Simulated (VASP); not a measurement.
Rh under changes of volume

One of the cells (13.259 Å³/atom); the others are scaled copies at fixed shape and fractional positions:

```
CELL_PARAMETERS angstrom
0.00000 1.87858 1.87858
1.87858 0.00000 1.87858
1.87858 1.87858 0.00000
ATOMIC_POSITIONS crystal
Rh 0.00000 0.00000 0.00000
```

* Program: VASP 6.6.1
* Functional: LDA
* Potentials or basis: VASP PAW LDA potentials, release 64 (Rh_pv)
* Cutoff: 520 eV
* k mesh: 10 × 10 × 10
* Occupations: fermi-dirac, width 0.05 eV
* Spin: no spin polarisation

```tsv
volume (Å³/atom)	energy over the lowest point (meV/atom)	pressure (GPa)
12.729	?	?
12.994	5.58	6.8
13.259	0.00	0.0
13.524	4.93	-5.9
13.790	19.18	-11.2
```

Q: What does the run at 12.729 Å³/atom give?

A: Energy over the lowest point 23.02 meV/atom; pressure 14.4 GPa.

Worked out: A Birch-Murnaghan fit of order 2 (a polynomial in V^(-2/3)) to the other rows has its minimum at 13.26 Å³/atom with B0 = V·E''(V) = 313 GPa. It gives 22.56 meV/atom at 12.729 Å³/atom, against the run's 23.02, and -dE/dV = 14.0 GPa, against 14.4.

Energies are extrapolated to zero smearing.
